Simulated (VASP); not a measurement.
Input of a VASP 6.6.1 run:

The input INCAR:

```
ALGO = Normal ; EDIFF = 1E-6
EDIFFG = -0.01 ; ENCUT = 600
GGA = PS ; IBRION = 2
ISIF = 3 ; ISMEAR = -1
IVDW = 11 ; LASPH = True
LCHARG = False ; LREAL = False
LWAVE = False ; NELM = 80
NSW = 60 ; PREC = Accurate
SIGMA = 0.05
```

Contents of KPOINTS:

```
k-points
0
Gamma
  9 9 9
```

File POSCAR:

```
Pb
1.0
    0.0000000000      2.4750200000      2.4750200000
    2.4750200000      0.0000000000      2.4750200000
    2.4750200000      2.4750200000      0.0000000000
Pb
1
Direct
    0.0000000000      0.0000000000      0.0000000000
```

Potentials or basis: VASP PAW PBE potentials, release 64 (Pb_d).

Launch:

```bash
$ cat potpaw_PBE.64/Pb_d/POTCAR > POTCAR
$ mpirun -np 1 vasp_std > vasp.out
```

Q: What does it give for the dispersion energy per atom?

A: -0.204 eV.

Q: Estimate the band gap on the k mesh.

A: None (metal or under the smearing width).

Q: What does it give for the relaxed volume?

A: 29.17 Å³/atom.

Final structure:
```yaml
crystal:
  lattice:
    - [0.00000, 2.44334, 2.44334]
    - [2.44334, 0.00000, 2.44334]
    - [2.44334, 2.44334, 0.00000]
  atoms:
    - { symbol: Pb, position: [0.00000, 0.00000, 0.00000] }
```

Caveat: the PAW data sets were made with another functional, which shifts forces and pressure a little; pairwise dispersion overbinds metals, which lowers pressure and volume. The run has no spin-orbit coupling, so splittings on Pb are missing.

The cell as given is a measured one (30.32 Å³/atom); PBEsol+D3 puts the equilibrium volume -3.8 % from it, thermal expansion not counted.
